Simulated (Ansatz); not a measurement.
# AgI (wurtzite type): the dielectric function from several functionals

Aim: the dielectric function of AgI (wurtzite type) in the independent-particle picture, and how it depends on the functional and on the gap. Plan: HSE06 for the gap; optics with PBE on 6×6×4; optics with PBE and scissors to the HSE06 gap on 6×6×4.

Method: plane waves, PAW; no local fields, no excitons, in Ansatz 0.2.0.

3 further runs of the same task are left out: 3 that didn't finish.

## (1) The structure to begin with

Symmetry: P6_3mc, No. 186, hexagonal system. The conventional cell has a = 4.651 Å, b = 4.651 Å, c = 7.599 Å, α = 90.00°, β = 90.00°, γ = 120.00°. Ag (site symmetry 3m) is surrounded by 4 I at 2.85 Å. Around I (site symmetry 3m) lie 4 Ag at 2.85 Å.

Structure file:

```cif
data_structure
_symmetry_space_group_name_H-M 'P 1'
_symmetry_Int_Tables_number 1
_cell_length_a 4.6509
_cell_length_b 4.6509
_cell_length_c 7.5993
_cell_angle_alpha 90.000
_cell_angle_beta 90.000
_cell_angle_gamma 120.000
_cell_volume 142.36
loop_
_atom_site_label
_atom_site_type_symbol
_atom_site_fract_x
_atom_site_fract_y
_atom_site_fract_z
_atom_site_occupancy
Ag1 Ag 0.33333 0.66667 0.00000 1
Ag2 Ag 0.66667 0.33333 0.50000 1
I1 I 0.33333 0.66667 0.37500 1
I2 I 0.66667 0.33333 0.87500 1
```

Cell and atoms come from an earlier r2SCAN relaxation. No run includes spin-orbit coupling, which matters for I.

## (2) HSE06 levels at special points

Contents of input.yaml:

```yaml
crystal:
  lattice:
    - [4.6508717364, 0.0, 0.0]
    - [-2.3254358682, 4.0277730735, 0.0]
    - [0.0, 0.0, 7.5992966317]
  atoms:
    - { symbol: Ag, position: [0.3333333333, 0.6666666667, 4.8555e-06] }
    - { symbol: Ag, position: [0.6666666667, 0.3333333333, 0.5000048555] }
    - { symbol: I, position: [0.3333333333, 0.6666666667, 0.3749951445] }
    - { symbol: I, position: [0.6666666667, 0.3333333333, 0.8749951445] }
kpoints:
  mp_grid: { grid: [6, 6, 2] }
  band_path:
    path:
      - [0.0, 0.0, 0.0]
      - [0.5, 0.0, 0.0]
      - [0.3333333333, 0.3333333333, 0.0]
      - [0.0, 0.0, 0.5]
      - [0.5, 0.0, 0.5]
      - [0.3333333333, 0.3333333333, 0.5]
    npoints: 1
hamiltonian:
  xc: hse06
scf:
  occupations: { method: fixed }
  n_extra_bands: 5
output:
  forces: true
  stress: true
  eigenvalues: true
  write_density: true
  write_potential: true
  elf: true
  volumetric_format: npy
```

On the command line:

```
$ ansatz run input.yaml --threads 4 --pin off --max-ram 3686MiB --backend cpu --events-out ev --progress --plain --runs-dir out
```

The runs that follow: Optics, PBE; Optics, PBE with a scissors shift.

Q: Predict the results of all the runs planned. Wanted: ε∞, PBE; tallest peak of ε₂, PBE; HSE06 direct gap.

As calculated:

| quantity | value |
| --- | --- |
| ε∞, PBE | 5.52 (xx, yy), 5.56 (zz) |
| ε∞, PBE + 1.16 eV scissors | 4.71 (xx, yy), 4.74 (zz) |
| tallest peak of ε₂, PBE | 9.8 at 6.05 eV |
| tallest peak of ε₂, PBE + 1.16 eV scissors | 9.8 at 7.25 eV |
| HSE06 direct gap | 2.53 eV |

PBE + 1.16 eV scissors has the widest direct gap (2.53 eV) and PBE the narrowest (1.37 eV); ε∞ is 4.72 and 5.53 (mean of the axes): a wider gap screens less. The response is anisotropic: with PBE ε∞ is 5.52 (xx, yy), 5.56 (zz). Local fields and excitons are left out: both change ε∞, and without excitons the onset lacks its lines.
